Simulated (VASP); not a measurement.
**Input and output of a VASP PBEsol single-point calculation on WSe2 (1T (CdI2) bulk)**

INCAR

```
GGA = PS
ISIF = 2
LREAL = .FALSE.
LWAVE = .FALSE.
LASPH = .TRUE.
IBRION = -1
NSW = 0
NBANDS = 20
ISMEAR = -1
SIGMA = 0.02
EDIFF = 1E-7
ENCUT = 520
PREC = Accurate
LCHARG = .FALSE.
NELM = 120
```

KPOINTS

```
KPOINTS created by Atomic Simulation Environment
0
Gamma
12 12 4
0 0 0
```

KPOINTS_OPT

```
special points
8
Reciprocal
0.0000000000 0.0000000000 0.0000000000 1
0.5000000000 0.0000000000 0.0000000000 1
0.3333333333 0.3333333333 0.0000000000 1
0.0000000000 0.0000000000 0.5000000000 1
0.5000000000 0.0000000000 0.5000000000 1
0.3333333333 0.3333333333 0.5000000000 1
0.3333333333 0.3333333333 0.1000000000 1
0.2000000000 0.2000000000 0.5000000000 1
```

POSCAR

```
W  Se
 1.0000000000000000
     3.3153441671493256    0.0000000000293517   -0.0000000000000000
    -1.6576720836000822    2.8711722710252028   -0.0000000000000000
    -0.0000000000000000   -0.0000000000000000    6.5191987535271920
 W   Se
   1   2
Cartesian
  0.0000000000000000 -0.0000000000000000 -0.0000000000000000
 -0.0000000000169462  1.9141148473599190  1.6765317860890214
  1.6576720835661900  0.9570574236946352  4.8426669674381708
```

VASP ran with the recommended PBE PAW datasets (26 valence electrons in the cell).

Command

```
mpirun -np 1 vasp_std
```

OSZICAR

```
N       E                     dE             d eps       ncg     rms          rms(c)
DAV:   1     0.191462590526E+03    0.19146E+03   -0.12689E+04  2768   0.126E+03
DAV:   2    -0.137671371728E+02   -0.20523E+03   -0.19925E+03  3260   0.329E+02
DAV:   3    -0.233957555787E+02   -0.96286E+01   -0.95219E+01  3436   0.655E+01
DAV:   4    -0.235146190001E+02   -0.11886E+00   -0.11877E+00  3208   0.784E+00
DAV:   5    -0.235158045443E+02   -0.11855E-02   -0.11855E-02  3300   0.859E-01    0.205E+01
DAV:   6    -0.227623921586E+02    0.75341E+00   -0.65173E+00  2948   0.147E+01    0.723E+00
DAV:   7    -0.225866871040E+02    0.17571E+00   -0.25030E+00  2900   0.759E+00    0.492E+00
DAV:   8    -0.224867431787E+02    0.99944E-01   -0.45488E-01  3052   0.392E+00    0.720E-01
DAV:   9    -0.224865159229E+02    0.22726E-03   -0.14708E-02  3104   0.765E-01    0.320E-01
DAV:  10    -0.224863068539E+02    0.20907E-03   -0.18782E-03  3120   0.333E-01    0.408E-02
DAV:  11    -0.224863257683E+02   -0.18914E-04   -0.33842E-04  3196   0.119E-01    0.713E-02
DAV:  12    -0.224863203815E+02    0.53869E-05   -0.25044E-05  3056   0.328E-02    0.366E-02
DAV:  13    -0.224863257551E+02   -0.53737E-05   -0.11623E-05  3048   0.230E-02    0.455E-03
DAV:  14    -0.224863256515E+02    0.10361E-06   -0.57389E-07  3256   0.440E-03    0.306E-03
DAV:  15    -0.224863256184E+02    0.33153E-07   -0.74041E-08  2128   0.170E-03
   1 F= -.22486326E+02 E0= -.22485398E+02  d E =-.185467E-02
       N       E                     dE             ncg
DAV:   1     0.194894559710E+04   -0.69930E+04      320
DAV:   2     0.358469400096E+03   -0.15905E+04      376
DAV:   3     0.287780081416E+03   -0.70689E+02      404
DAV:   4     0.286678861823E+03   -0.11012E+01      352
DAV:   5     0.286667536048E+03   -0.11326E-01      392
DAV:   6     0.286667293219E+03   -0.24283E-03      372
DAV:   7     0.286667284824E+03   -0.83946E-05      400
DAV:   8     0.286667284474E+03   -0.34986E-06      328
DAV:   9     0.286667284460E+03   -0.14123E-07      240
```

From OUTCAR

```
k-points           NKPTS =     69   k-points in BZ     NKDIM =     69   number of bands    NBANDS=     20

   NELECT =      26.0000    total number of electrons

   dimension x,y,z NGX =    28 NGY =   28 NGZ =   48
   dimension x,y,z NGXF=    56 NGYF=   56 NGZF=   96

  energy-cutoff  :      520.00
  volume of cell :       62.06
      direct lattice vectors                 reciprocal lattice vectors
     3.315344167  0.000000000  0.000000000     0.301627810  0.174144897  0.000000000
    -1.657672084  2.871172271  0.000000000    -0.000000000  0.348289794  0.000000000
     0.000000000  0.000000000  6.519198754     0.000000000  0.000000000  0.153393084

 k-points in reciprocal lattice and weights: KPOINTS created by Atomic Simulation Env
   0.00000000  0.00000000  0.00000000       0.002
   0.08333333 -0.00000000  0.00000000       0.010
   0.16666667 -0.00000000  0.00000000       0.010
   0.25000000  0.00000000  0.00000000       0.010
   0.33333333  0.00000000  0.00000000       0.010
   0.41666667  0.00000000  0.00000000       0.010
   0.50000000  0.00000000  0.00000000       0.005
   0.08333333  0.08333333  0.00000000       0.010
   ...

 E-fermi :   6.4167

 k-point     1 :       0.0000    0.0000    0.0000
  band No.  band energies     occupation
      1     -68.3994      2.00000
      2     -32.5661      2.00000
      3     -32.5661      2.00000
      4     -32.5574      2.00000
      5      -9.2229      2.00000
      6      -7.7458      2.00000
      7      -1.0943      2.00000
      8       2.8185      2.00000
      9       2.8185      2.00000
     10       4.5676      2.00000
     11       4.8481      2.00000
     12       5.6510      2.00000
     13       5.6510      2.00000
     14       6.5324      0.00613
     15       6.5324      0.00613
     16       9.7579      0.00000
     17       9.7579      0.00000
     18      10.9047      0.00000
     19      11.9138      0.00000
     20      15.7083      0.00000

 k-point     2 :       0.0833   -0.0000    0.0000
  band No.  band energies     occupation
      1     -68.3988      2.00000
      2     -32.5807      2.00000
      3     -32.5695      2.00000
      4     -32.5546      2.00000
      5      -9.1156      2.00000
      6      -7.7072      2.00000
      7      -0.9515      2.00000
      8       2.4943      2.00000
      9       2.8758      2.00000
     10       4.6106      2.00000
     11       4.7990      2.00000
     12       5.1920      2.00000
     13       5.2835      2.00000
     14       6.4670      0.14963
     15       6.8448      0.00000
     16       9.3638      0.00000
     17       9.7169      0.00000
     18      11.4484      0.00000
     19      12.5928      0.00000
     20      15.2593      0.00000

 k-point     3 :       0.1667   -0.0000    0.0000
  band No.  band energies     occupation
      1     -68.3971      2.00000
      2     -32.6205      2.00000
      3     -32.5789      2.00000
      4     -32.5470      2.00000
      5      -8.8066      2.00000
      6      -7.5975      2.00000
      7      -0.5422      2.00000
      8       1.9009      2.00000
      9       2.9897      2.00000
     10       3.4428      2.00000
     11       4.7579      2.00000
     12       4.7880      2.00000
     13       4.9694      2.00000
     14       6.4283      0.71742
     15       7.1830      0.00000
     16       9.1167      0.00000
     17       9.7242      0.00000
     18      12.3199      0.00000
     19      13.5042      0.00000
     20      15.1170      0.00000

 k-point     4 :       0.2500    0.0000    0.0000
  band No.  band energies     occupation
      1     -68.3947      2.00000
      2     -32.6743      2.00000
      3     -32.5917      2.00000
      4     -32.5365      2.00000
      5      -8.3391      2.00000
      6      -7.4346      2.00000
      7       0.0475      2.00000
      8       1.3958      2.00000
      9       1.9538      2.00000
     10       2.9966      2.00000
     11       4.2415      2.00000
     12       4.5459      2.00000
     13       4.7403      2.00000
     14       6.6571      0.00001
     15       7.3278      0.00000
     16       9.5614      0.00000
     17       9.8878      0.00000
     18      12.3942      0.00000
     19      13.3334      0.00000
     20      14.2620      0.00000

 k-point     5 :       0.3333    0.0000    0.0000
  band No.  band energies     occupation
      1     -68.3924      2.00000
      2     -32.7276      2.00000
      3     -32.6045      2.00000
      4     -32.5260      2.00000
      5      -7.8089      2.00000
      6      -7.2369      2.00000
      7       0.2413      2.00000
      8       0.8873      2.00000
      9       1.3226      2.00000
     10       2.8363      2.00000
     11       3.3749      2.00000
     12       4.5709      2.00000
     13       4.5745      2.00000
     14       7.2114      0.00000
     15       7.4541      0.00000
     16      10.0879      0.00000
     17      10.0924      0.00000
     18      11.6760      0.00000
     19      12.6203      0.00000
     20      13.6796      0.00000

 k-point     6 :       0.4167    0.0000    0.0000
  band No.  band energies     occupation
      1     -68.3907      2.00000
      2     -32.7663      2.00000
      3     -32.6138      2.00000
      4     -32.5184      2.00000
      5      -7.4174      2.00000
      6      -6.9963      2.00000
      7      -0.6035      2.00000
      8       0.9056      2.00000
      9       1.5768      2.00000
     10       2.6659      2.00000
     11       2.7971      2.00000
     12       4.4638      2.00000
     13       4.6468      2.00000
     14       7.6471      0.00000
     15       7.8662      0.00000
     16       9.6427      0.00000
     17      10.2294      0.00000
     18      11.5670      0.00000
     19      12.1096      0.00000
     20      13.6347      0.00000

 k-point     7 :       0.5000    0.0000    0.0000
  band No.  band energies     occupation
      1     -68.3901      2.00000
      2     -32.7803      2.00000
      3     -32.6172      2.00000
      4     -32.5156      2.00000
      5      -7.3030      2.00000
      6      -6.8465      2.00000
      7      -0.9763      2.00000
      8       1.0052      2.00000
      9       1.5154      2.00000
     10       2.5993      2.00000
     11       2.7580      2.00000
     12       4.4253      2.00000
     13       4.6737      2.00000
     14       7.7541      0.00000
     15       8.2035      0.00000
     16       9.2725      0.00000
     17      10.2747      0.00000
     18      11.2274      0.00000
     19      12.3721      0.00000
     20      13.9788      0.00000

 k-point     8 :       0.0833    0.0833    0.0000
  band No.  band energies     occupation
      1     -68.3976      2.00000
      2     -32.6071      2.00000
      3     -32.5767      2.00000
      4     -32.5494      2.00000
      5      -8.9072      2.00000
      6      -7.6330      2.00000
      7      -0.6740      2.00000
      8       2.0669      2.00000
      9       2.9325      2.00000
     10       4.0647      2.00000
     11       4.3289      2.00000
     12       5.0740      2.00000
     13       5.0770      2.00000
     14       6.6148      0.00010
     15       6.9183      0.00000
     16       9.3253      0.00000
     17       9.4781      0.00000
     18      12.1359      0.00000
     19      13.5210      0.00000
     20      15.0087      0.00000

 k-point     9 :       0.1667    0.0833    0.0000
  band No.  band energies     occupation
      1     -68.3956      2.00000
      2     -32.6520      2.00000
      3     -32.5897      2.00000
      4     -32.5403      2.00000
      5      -8.5170      2.00000
      6      -7.4971      2.00000
      7      -0.1579      2.00000
      8       1.5629      2.00000
      9       2.5163      2.00000
     10       3.1170      2.00000
     11       3.8716      2.00000
     12       4.7178      2.00000
     13       5.1432      2.00000
     14       6.6777      0.00000
     15       7.1176      0.00000
     16       9.1944      0.00000
     17       9.8309      0.00000
     18      12.6761      0.00000
     19      14.1477      0.00000
     20      14.7239      0.00000

 k-point    10 :       0.2500    0.0833    0.0000
  band No.  band energies     occupation
      1     -68.3933      2.00000
      2     -32.7032      2.00000
      3     -32.6048      2.00000
      4     -32.5299      2.00000
      5      -8.0083      2.00000
      6      -7.3206      2.00000
      7       0.4215      2.00000
      8       1.1436      2.00000
      9       1.3503      2.00000
     10       2.7735      2.00000
     11       3.6891      2.00000
     12       3.9568      2.00000
     13       5.2585      2.00000
     14       6.8337      0.00000
     15       7.4863      0.00000
     16       9.2535      0.00000
     17      10.4045      0.00000
     18      12.2865      0.00000
     19      13.5717      0.00000
     20      13.7867      0.00000

 ...

  Total       -0.9218403     -0.9218403      0.3166262      0.0000000      0.0000000     -0.0000000
  in kB      -23.8003950    -23.8003950      8.1747654      0.0000000      0.0000000     -0.0000000
  external PRESSURE =     -13.1420082 kB  Pullay stress =       0.0000000 kB

 POSITION                                       TOTAL-FORCE (eV/Angst)
 -----------------------------------------------------------------------------------
      0.00000      0.00000      0.00000        -0.000000     -0.000000      0.000000
     -0.00000      1.91411      1.67653         0.000000     -0.000000      0.109812
      1.65767      0.95706      4.84267        -0.000000      0.000000     -0.109812
 -----------------------------------------------------------------------------------
    total drift:                               -0.000000     -0.000000     -0.000000

  FREE ENERGIE OF THE ION-ELECTRON SYSTEM (eV)
  ---------------------------------------------------
  free  energy   TOTEN  =       -22.4863256184 eV

  energy  without entropy=      -22.4844709461  energy(sigma->0) =      -22.48539828
```

| Item | Value |
| --- | --- |
| gap between bands v and c | -0.96 eV (bands overlap: a metal) |
| least direct gap | 0.00 eV |
| pressure | -1.3 GPa |
| largest force | 0.11 eV/Å |

Band v is the last that the valence electrons fill when counted band by band, and c is the next.

The run took about 1.8 min on one core of a shared host (Intel Xeon Platinum 8488C) and held 0.27 GiB at most.
